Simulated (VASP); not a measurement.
A calculation with VASP 6.6.1 of As (native input, structure from a POSCAR):

INCAR

```
PREC = Accurate
ENCUT = 520
EDIFF = 1E-6
ISMEAR = 0
SIGMA = 0.02
LREAL = False
LASPH = True
NELM = 100
ALGO = Normal
ISIF = 2
LWAVE = False
LCHARG = False
GGA = PS
```

The input KPOINTS:

```
regular mesh
0
Gamma
  10 10 10
```

Contents of POSCAR:

```
As
2.7037
    0.999993247920      0.000000000000      0.000000000000
    0.000000000000      0.999993247920      0.000000000000
    0.000000000000      0.000000000000      0.999993247920
As
1
Direct
    0.5000000000      0.5000000000      0.5000000000
```

Potentials or basis: VASP PAW PBE potentials, release 64 (As).

Run with:

```bash
$ cat potpaw_PBE.64/As/POTCAR > POTCAR
$ mpirun -np 1 vasp_std > vasp.out
```

This isn't the form of As at room conditions, which is rhombohedral.

Write the same calculation in another form: ASE script, Cartesian positions.

As run:

run.py

```python
from ase.calculators.vasp import Vasp
from ase.dft.bandgap import bandgap
from ase.io import read

atoms = read('As.xyz')
calc = Vasp(
    directory='calc',
    xc='pbesol',
    pp='PBE',
    setups='recommended',
    prec='Accurate',
    encut=520,
    ediff=1e-06,
    ismear=0,
    sigma=0.02,
    lreal=False,
    lasph=True,
    nelm=60,
    algo='Normal',
    isif=2,
    lwave=False,
    lcharg=False,
    kpts=[10, 10, 10],
    gamma=True,
    nbands=8,
)
atoms.calc = calc

print('energy (eV):', atoms.get_potential_energy())
print('free energy (eV):', atoms.get_potential_energy(force_consistent=True))
print('forces (eV/A):')
print(atoms.get_forces())
print('stress (eV/A^3, Voigt):', atoms.get_stress())
print('Fermi level (eV):', calc.get_fermi_level())
gap, top, bottom = bandgap(calc)
print('band gap (eV):', gap, 'from (spin, k, band)', top, 'to', bottom)
```

The input As.xyz:

```xyz
1
Lattice="2.7036817444 0.0000000000 0.0000000000 0.0000000000 2.7036817444 0.0000000000 0.0000000000 0.0000000000 2.7036817444" Properties=species:S:1:pos:R:3 pbc="T T T"
As     1.3518408722      1.3518408722      1.3518408722
```

Potentials or basis: VASP PAW PBE potentials, release 64 (As).

Run with:

```sh
$ python run.py
```

Both were run:

|  | native input, structure from a POSCAR | ASE script, Cartesian positions |
| --- | --- | --- |
| Pressure | -1.2 GPa | -1.2 GPa |
| Band gap on the k mesh | none (metal or under the smearing width) | none (metal or under the smearing width) |

Keys that steer only the numerical path or the files written may differ.

Caveat: the PAW data sets were made with another functional, which shifts forces and pressure a little.
